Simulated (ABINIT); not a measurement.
The system is HgTe.

```
Hg Te
1.0
    -3.04560    3.04560    1.55941
     3.04560   -3.04560    1.55941
     3.04560    3.04560   -1.55941
Hg Te
1 1
Direct
  0.75000 0.25000 0.50000
  0.00000 0.00000 0.00000
```

Measurements of this composition are mostly on another form, of space group No. 216.

Base run:

```yaml
Program: ABINIT 10.8.3 (patched build)
Functional: SCAN
Potentials_or_basis: JTH PAW PBE v2.0
Cutoff: 626 eV
k_mesh: 10 × 10 × 10
Occupations: fermi-dirac, width 0.05 eV
Spin: no spin polarisation
```

Its results: band gap on the k mesh none (metal or under the smearing width); pressure -2.6 GPa.

Q: The run is repeated on the same cell with these changes: functional from SCAN to PBEsol; cutoff from 626 eV to 517 eV; fine-grid cutoff from 1224.51 eV to 1034.03 eV. What comes out?

A: Band gap on the k mesh none (metal or under the smearing width); pressure -3.3 GPa.

Caveats: the PAW data sets were made with another functional, which shifts forces and pressure a little; spin-orbit coupling is left out, which moves the levels of the heavy elements.
